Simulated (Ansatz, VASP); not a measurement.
## MgO: VASP beside Ansatz

```
Mg O
1.0
     0.00000    2.15280    2.15280
     2.15280    0.00000    2.15280
     2.15280    2.15280    0.00000
Mg O
1 1
Cartesian
  0.0000 0.0000 0.0000
  2.1528 2.1528 2.1528
```

Change from the starting cell: volume scaled by 1.025.

Alike in both runs: task single point; functional PBE; k mesh 10 × 10 × 10; occupations fermi-dirac, width 0.01 eV; no spin polarisation.

```csv
,VASP,Ansatz
version,VASP 6.6.1,Ansatz 0.2.0
potentials or method,"VASP PAW PBE potentials, release 64 (Mg, O), cutoff 520 eV","all-electron LAPW, scalar-relativistic"
```

Ansatz gave:

* gap on the k mesh at the Fermi level (eV): 4.12
* pressure (GPa): -5.0

Q: What did VASP give for the same quantities?

A: gap on the k mesh at the Fermi level (eV): 4.11; pressure (GPa): -5.8.

Ansatz ran all-electron here, so the differences hold the error of VASP's frozen core and of both bases.
